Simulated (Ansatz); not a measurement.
# TiTe2 (P-3m1) in Ansatz: a series of runs

One crystal, TiTe2, is run at these levels: PBEsol+U; tasks: projected density of states.

Program: Ansatz 0.2.0. These are calculated values, not measurements. Logs are shortened: lines on timing, memory, paths and dates and some standing lists are left out, and cuts for length are marked.

**1. The structure**

The structure is trigonal, space group P-3m1 (No. 164). Conventional cell: a = 3.777 Å, b = 3.777 Å, c = 6.498 Å, α = 90.00°, β = 90.00°, γ = 120.00°. Around Te (site symmetry 3m) lie 3 Ti at 2.77 Å. Ti (site symmetry -3m) has 6 Te at 2.77 Å as nearest neighbours.

**2. Projected density of states, PBEsol+U**

input.yaml reads:

```yaml
crystal:
  lattice:
    - [3.777, 0.0, 0.0]
    - [-1.8885, 3.2709779501, 0.0]
    - [0.0, 0.0, 6.498]
  atoms:
    - { symbol: Te, position: [0.3333333333, 0.6666666667, 0.7372] }
    - { symbol: Te, position: [0.6666666667, 0.3333333333, 0.2628] }
    - { symbol: Ti, position: [0.0, 0.0, 0.0] }
hamiltonian:
  xc: pbesol
  pseudopotentials: { kind: paw }
  hubbard: { sites: [{ species: Ti, l: d, u_eff: 5.0 }] }
kpoints:
  mp_grid: { grid: [8, 8, 4] }
scf:
  occupations: { method: fermi_dirac, width: 0.05 }
  n_extra_bands: 7
output:
  forces: true
  stress: true
  eigenvalues: true
  dos: { projected: true, de: 0.05, nscf_kmesh: { grid: [12, 12, 6] } }
  write_density: true
  write_potential: true
  elf: true
  volumetric_format: npy
```

Potentials or basis: Ansatz PAW.

Started as:

```bash
$ ansatz run input.yaml --threads 2 --pin off --max-ram 5632MiB --backend cpu --events-out ev --progress --plain --runs-dir out
```

The program printed:

```text
Warning: RAYON_NUM_THREADS=2 ignored (pool sized by the plan → 2); use --threads N
Te: projections on atomic orbitals take those of the free atom [Kr] 4d10 5s2 5p4, of charge +0.00 (hamiltonian.pseudopotentials.projection_atoms); the dataset's partial waves leave at most 7.8e-6 of an orbital's norm unspanned inside its sphere
Ti: projections on atomic orbitals take those of the free atom [Ne] 3s2 3p6 3d2 4s2, of charge +0.00 (hamiltonian.pseudopotentials.projection_atoms); the dataset's partial waves leave at most 4.1e-7 of an orbital's norm unspanned inside its sphere
scf.n_extra_bands = 7 over 22 filled bands (N_el = 44.0): the run solves 29 bands
Engine: ansatz 0.2.0, x86_64-unknown-linux-gnu
Pseudopotentials: kind: paw
Pseudopotential: Te, paw, valence charge 16, recommended cutoff 420 eV (normal), Te.paw.azcp
Pseudopotential: Ti, paw, valence charge 12, recommended cutoff 420 eV (normal), Ti.paw.azcp
Functional definition: PBEsol
  exchange = pbesol_x
  correlation = pbesol_c
Crystal: 3 atoms, lattice volume = 80.279 Å³
Basis set: ecut = 420 eV, 1581 PW (Γ), exchange–correlation on 54×54×90 points (8 copies of the dense FFT grid, shifted against one another)
Bands: 29, of which v1, the nominal top of the filled ones, is band 22 counted from 1 (21 counted from 0)
Symmetry: 12 space group operations
Space group: P-3m1 (ITA 164), of the structure as read, at distance tolerance 4.3e-5 Å
k-points: 35 of 256
Non-local potential: Te, projectors of the file, l = 0: 2, l = 1: 2, l = 2: 2, l = 3: 2
Non-local potential: Ti, projectors of the file, l = 0: 3, l = 1: 2, l = 2: 3, l = 3: 1
PAW form: soft (Blöchl's): semilocal exchange-correlation on the pseudo side does not see the compensation charge
PAW frozen core: Te, regenerated for the run's functional, and the local potential with it (the file was generated under x = pbe(κ = 0.804, μ = 0.2195149727645171), c = pbe(β = 0.06672455060314922))
PAW frozen core: Ti, regenerated for the run's functional, and the local potential with it (the file was generated under x = pbe(κ = 0.804, μ = 0.2195149727645171), c = pbe(β = 0.06672455060314922))
PAW one-centre angular grid: Te, 590 points (default); XC on 64 Gauss nodes
PAW one-centre angular grid: Ti, 590 points (default); XC on 64 Gauss nodes
Initial density: superposition of atomic densities (chi_scale 0.1, normalization cell, long waves of neutral atoms under a Hubbard term (reshape's long-wave potential 0.05 eV rms, cloud 2.98 Å wide))
Initial wavefunctions: pseudopotential atomic-orbital guess
Functional: x = pbesol(κ = 0.804, μ = 0.12345679012345678), c = pbesol(β = 0.046)
SCF iter   1: F=—  HF=-16274.678847 eV  |F-HF|=—  |Δ(HF+E_count)|=         —  Δρ=3.94e-2  dr2=5.11e0  ethr=3.10e-3  ⟨swp⟩=6.6  Hψ=4996  notcnv=0
preconditioner: auto → Kerker (q_TF=auto, 2.468 Å⁻¹)  [metal: Δε(μ)=0.067 eV  Ē_g=7.248 eV  σ=0.050 eV  W_gap=0.31  n_scr=22 (ndim 8)  ℏωp=16.6 eV  f_vac=0.003  D(μ)=1.26/eV (n_scr^D=2)]
SCF iter   2: F=—  HF=-16274.540107 eV  |F-HF|=—  |Δ(HF+E_count)|=   1.39e-1  Δρ=2.42e-2  dr2=1.25e0  ethr=3.10e-3  ⟨swp⟩=3.0  Hψ=1622  notcnv=0  defer=3
SCF iter   3: F=—  HF=-16274.523487 eV  |F-HF|=—  |Δ(HF+E_count)|=   1.66e-2  Δρ=1.96e-2  dr2=1.06e0  ethr=2.84e-3  ⟨swp⟩=2.2  Hψ=1470  notcnv=0  defer=3
SCF iter   4: F=—  HF=-16274.467985 eV  |F-HF|=—  |Δ(HF+E_count)|=   5.55e-2  Δρ=5.84e-3  dr2=4.50e-2  ethr=2.41e-3  ⟨swp⟩=3.0  Hψ=1519  notcnv=0  defer=3
SCF iter   5: F=—  HF=-16274.477040 eV  |F-HF|=—  |Δ(HF+E_count)|=   9.06e-3  Δρ=3.21e-3  dr2=1.46e-2  ethr=1.02e-4  ⟨swp⟩=2.1  Hψ=1451  notcnv=0  defer=5
SCF iter   6: F=—  HF=-16274.476890 eV  |F-HF|=—  |Δ(HF+E_count)|=   1.50e-4  Δρ=1.68e-3  dr2=5.35e-3  ethr=3.31e-5  ⟨swp⟩=2.0  Hψ=1457  notcnv=0  defer=5
SCF iter   7: F=—  HF=-16274.476770 eV  |F-HF|=—  |Δ(HF+E_count)|=   1.20e-4  Δρ=7.89e-4  dr2=1.06e-3  ethr=1.22e-5  ⟨swp⟩=1.1  Hψ=1021  notcnv=0  defer=5
SCF iter   8: F=—  HF=-16274.476714 eV  |F-HF|=—  |Δ(HF+E_count)|=   5.57e-5  Δρ=1.40e-4  dr2=2.57e-5  ethr=2.41e-6  ⟨swp⟩=1.1  Hψ=1014  notcnv=0  defer=5
SCF iter   9: F=—  HF=-16274.476729 eV  |F-HF|=—  |Δ(HF+E_count)|=   1.45e-5  Δρ=7.57e-5  dr2=1.09e-5  ethr=5.83e-8  ⟨swp⟩=2.1  Hψ=1292  notcnv=0  defer=5
SCF iter  10: F=—  HF=-16274.476728 eV  |F-HF|=—  |Δ(HF+E_count)|=   8.23e-7  Δρ=1.43e-5  dr2=3.17e-7  ethr=2.47e-8  ⟨swp⟩=1.1  Hψ=1016  notcnv=0  defer=5
SCF iter  11: F=-16274.476728 eV  HF=-16274.476728 eV  |F-HF|=1.47e-8  |Δ(HF+E_count)|=   3.67e-8  Δρ=4.83e-6  dr2=2.13e-8  ethr=2.27e-10  ⟨swp⟩=11.5  Hψ=7189  notcnv=0
SCF 1 converged in 11 iterations: F = -16274.476728 eV  dr2 = 2.13e-8
NSCF: frozen V_eff on 100 k-points
SCF converged after 11 iterations
Free energy (F): -16274.476728 eV
Harris-Foulkes:  -16274.476728 eV  (|F-HF|=1.47e-8)
Internal energy: -16274.469911 eV  (E = F + TS)
E sigma→0 (E₀):  -16274.473320 eV
Entropy (-TS):   -0.006817 eV (-2.272 meV/atom)
Fermi energy:    11.017864 eV
--- Per-component energies (eV) ---
  E_band       = -671.078240
  E_kinetic    = 633.861220
  E_local      = -3436.534678  (includes V_loc(G=0)·N_el)
  E_nonlocal   = -606.933372
  E_hartree    = 1999.055850
  E_xc         = -344.628315
  E_vxc        = -331.388222  (∫ρ·V_xc dr)
  E_hubbard    = 4.034925  (on-site DFT+U / exact-exchange correction)
  E_vhub       = 1.565440  (the Hubbard potential's part of the band-sum identity)
  E_paw        = -10191.272634  (= ΣΔE_a)
  E_vpaw       = -929.767628  (= ΣTr[D̂ρ^β])
  E_aug_tail   = -0.000233  (compensation charges beyond the density's cutoff)
  E_ewald      = -4332.941691
  E_core_change = 0.889015  (= ΣΔE_core)
  E_smearing   = -0.006817  (= −TS)
  E_closure    = 0.000000  (closes the sum)
  Σ components = -16274.476728   (vs F -16274.476728, Δ=0.00e0)
--- Forces (eV/Å), atoms counted from 1 ---
  atom   1  Te    -0.00000000    -0.00000000    -0.03273106
  atom   2  Te     0.00000000     0.00000000     0.03273106
  atom   3  Ti     0.00000000    -0.00000000     0.00000000
  max |Σ_I F_I| component: 5.78e-19 eV/Å
--- Stress (GPa, compression-positive) ---
        3.293019      -0.000000       0.000000
       -0.000000       3.293019      -0.000000
        0.000000       0.000000       1.678890
  P = ⅓ Tr σ = 2.7550 GPa (27.550 kbar)
--- Band table (eV; the first three rows and the last of 35) ---
  k-point 0: bands = ["-48.0314", "-26.0074", "-26.0074", "-25.9984", "-25.9984", "-25.9796", "-25.9796", "-25.9793", "-25.9793", "-25.9717", "-25.9707", "-24.3580", "-24.3580", "-24.2727", "-2.1886", "-0.6457", "5.0611", "8.3540", "8.3540", "10.8515", "11.3346", "11.3346", "11.3871", "11.3871", "11.6934", "13.2181", "13.2181", "15.1959", "15.9880"]
  k-point 1: bands = ["-48.0313", "-26.0086", "-26.0086", "-25.9977", "-25.9977", "-25.9798", "-25.9798", "-25.9786", "-25.9786", "-25.9717", "-25.9706", "-24.3580", "-24.3580", "-24.2728", "-2.0299", "-0.9428", "5.7253", "8.3792", "8.3792", "9.4250", "11.1607", "11.1607", "11.4177", "11.4177", "12.0819", "13.4101", "13.4101", "15.3563", "16.9167"]
  k-point 2: bands = ["-48.0312", "-26.0096", "-26.0096", "-25.9971", "-25.9971", "-25.9799", "-25.9799", "-25.9781", "-25.9781", "-25.9718", "-25.9705", "-24.3580", "-24.3580", "-24.2728", "-1.7069", "-1.3906", "7.1510", "7.6056", "8.4055", "8.4055", "11.0315", "11.0315", "11.4176", "11.4176", "12.1935", "13.5950", "13.5950", "15.5913", "17.0743"]
  k-point 34: bands = ["-48.0288", "-26.0098", "-25.9996", "-25.9966", "-25.9932", "-25.9838", "-25.9829", "-25.9804", "-25.9783", "-25.9657", "-25.9654", "-24.3967", "-24.3820", "-24.2462", "-0.1712", "-0.0842", "5.8984", "6.0825", "7.0482", "7.2220", "8.2513", "8.5175", "11.8827", "12.2602", "12.3622", "12.4445", "13.0950", "15.3117", "15.7234"]
Occupation matrices written to <dir>
```

Run time: 7 s. Hardware: 2 threads of Intel Xeon Platinum 8488C (Sapphire Rapids), shared host; peak memory 0.55 GiB.

Results:

| Quantity | Value |
| --- | --- |
| Free energy | -16274.4767 eV |
| Pressure | 2.8 GPa |
| Largest force | 0.033 eV/Å |
| Band gap on the k mesh | none (metal or under the smearing width) |
| Density of states at the Fermi level | 0.15 states/eV per cell |

Forces on the atoms (eV/Å):
```
Te   0.000  0.000 -0.033
Te   0.000  0.000  0.033
Ti   0.000  0.000  0.000
```

Stress tensor (GPa, compression positive):
```
3.29 0.00 0.00
0.00 3.29 0.00
0.00 0.00 1.68
```

Levels at points of the mesh, in eV from the Fermi level:
| k point | band 19 | band 20 | band 21 | band 22 | band 23 | band 24 | band 25 | band 26 |
| --- | --- | --- | --- | --- | --- | --- | --- | --- |
| (0.00, 0.00, 0.00) | -2.66 | -0.17 | 0.32 | 0.32 | 0.37 | 0.37 | 0.68 | 2.20 |
| (0.00, 0.00, -0.50) | -2.61 | -2.61 | 0.01 | 0.01 | 0.40 | 0.40 | 1.18 | 2.58 |
| (0.00, -0.50, 0.00) | -3.53 | -3.06 | -2.78 | -1.94 | 0.06 | 1.15 | 1.19 | 1.68 |
| (0.00, -0.50, -0.50) | -3.24 | -3.00 | -1.78 | -1.44 | -0.03 | 0.97 | 1.49 | 1.81 |

States per cell in windows of 0.5 eV (zero at the Fermi level; states under -8 eV left out):
```csv
from (eV),total,Te 5p,Ti 3d,Ti 4s,Te 5s
-8.0,0.00,0.00,0.00,0.00,0.00
-7.5,0.00,0.00,0.00,0.00,0.00
-7.0,0.00,0.00,0.00,0.00,0.00
-6.5,0.00,0.00,0.00,0.00,0.00
-6.0,0.29,0.22,0.02,0.04,0.01
-5.5,1.12,0.88,0.08,0.11,0.03
-5.0,1.50,1.21,0.15,0.07,0.05
-4.5,0.66,0.50,0.09,0.03,0.03
-4.0,1.10,0.83,0.16,0.04,0.04
-3.5,1.81,1.23,0.49,0.02,0.03
-3.0,2.27,1.29,0.87,0.01,0.05
-2.5,1.29,0.96,0.25,0.01,0.04
-2.0,0.98,0.78,0.14,0.01,0.02
-1.5,0.53,0.41,0.10,0.00,0.01
-1.0,0.31,0.23,0.07,0.00,0.00
-0.5,0.13,0.09,0.03,0.00,0.00
0.0,0.98,0.09,0.83,0.01,0.01
0.5,2.46,0.46,1.85,0.02,0.04
1.0,2.94,0.56,2.22,0.05,0.03
1.5,2.86,0.86,1.87,0.02,0.02
2.0,0.77,0.35,0.39,0.00,0.01
2.5,0.00,0.00,0.00,0.00,0.00
3.0,0.10,0.01,0.00,0.02,0.00
3.5,0.45,0.06,0.02,0.10,0.01
4.0,0.79,0.09,0.02,0.15,0.01
4.5,0.83,0.07,0.02,0.12,0.01
5.0,1.00,0.07,0.02,0.11,0.02
5.5,0.64,0.05,0.01,0.08,0.03
6.0,0.15,0.01,0.00,0.01,0.00
6.5,0.02,0.00,0.00,0.00,0.00
7.0,0.00,0.00,0.00,0.00,0.00
7.5,0.00,0.00,0.00,0.00,0.00
```

Eigenvalues of the final occupation matrices:
```
  site  spin  trace               eigenvalues
site 1     1   1.30  0.10 0.12 0.12 0.48 0.48
```

Caveat: this functional lacks dispersion, which binds the layers, so the pressure and a relaxed spacing across them are unreliable; U without spin polarisation on a metal has little footing; the PAW data sets come from PBE, with cores solved anew for the run's functional, which leaves a small shift of forces and pressure; the U is typed as a test and isn't derived for this compound.

(Continued in part 2 of 2.)
